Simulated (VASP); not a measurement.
A run of VASP 6.6.1 is set up as follows.

The input INCAR:

```
PREC     = Accurate       # precision mode
ENCUT    = 520            # plane-wave cutoff, eV
EDIFF    = 1E-6           # SCF threshold, eV
ISMEAR   = -1             # smearing method
SIGMA    = 0.1            # smearing width, eV
LREAL    = False          # projectors in reciprocal space
LASPH    = True           # aspherical terms in the spheres
NELM     = 80             # most SCF steps
ALGO     = Fast           # electronic algorithm
ISIF     = 2              # what is computed and relaxed
LWAVE    = False          # write WAVECAR
LCHARG   = True           # write CHGCAR
LELF     = True           # ELF
LVHAR    = True         
NBANDS   = 7              # bands
```

File KPOINTS:

```
Automatic mesh
0
Gamma
  17 17 17
```

POSCAR

```
Mg
1.0
    2.9581198595      0.0000000000      0.0000000000
    0.0000000000      2.9581198595      0.0000000000
    0.0000000000      0.0000000000      2.9581198595
Mg
1
Direct
    0.0000000000      0.0000000000      0.0000000000
```

Potentials or basis: VASP PAW LDA potentials, release 64 (Mg).

Command:

```bash
$ cat potpaw_LDA.64/Mg/POTCAR > POTCAR
$ mpirun -np 1 vasp_std > vasp.out
```

Predict the band gap on the k mesh.

none (metal or under the smearing width).

Estimate the pressure.

-0.2 GPa.
